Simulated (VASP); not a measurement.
A run of VASP 6.6.1 is set up as follows.

File INCAR:

```
SYSTEM = Y
PREC = Accurate ; ENCUT = 600
EDIFF = 1E-6 ; ISMEAR = 1
SIGMA = 0.1 ; LREAL = .FALSE.
LASPH = .TRUE. ; NELM = 120
ALGO = Normal ; ISIF = 3
LWAVE = .FALSE. ; LCHARG = .FALSE.
GGA = PS ; IBRION = 2
NSW = 40 ; EDIFFG = -0.005
```

KPOINTS

```
regular mesh
0
G
  14 14 8
  0 0 0
```

The input POSCAR:

```
Y
1.0
    3.6000000000      0.0000000000      0.0000000000
   -1.8000000000      3.1176914500      0.0000000000
    0.0000000000      0.0000000000      5.6200000000
Y
2
Direct
    0.3333333300      0.6666666700      0.2500000000
    0.6666666700      0.3333333300      0.7500000000
```

Potentials or basis: VASP PAW PBE potentials, release 64 (Y_sv).

Launch:

```sh
$ cat potpaw_PBE.64/Y_sv/POTCAR > POTCAR
$ mpirun -np 1 vasp_std > vasp.out
```

(1) What does it give for the space group after relaxing (to 0.05 Å)?

(2) Estimate the relaxed volume.

(3) Predict the band gap on the k mesh.

Answers

(1) P6_3/mmc (No. 194).

(2) 31.20 Å³/atom.

(3) none (metal or under the smearing width).

Caveat: the PAW data sets were made with another functional, which shifts forces and pressure a little.
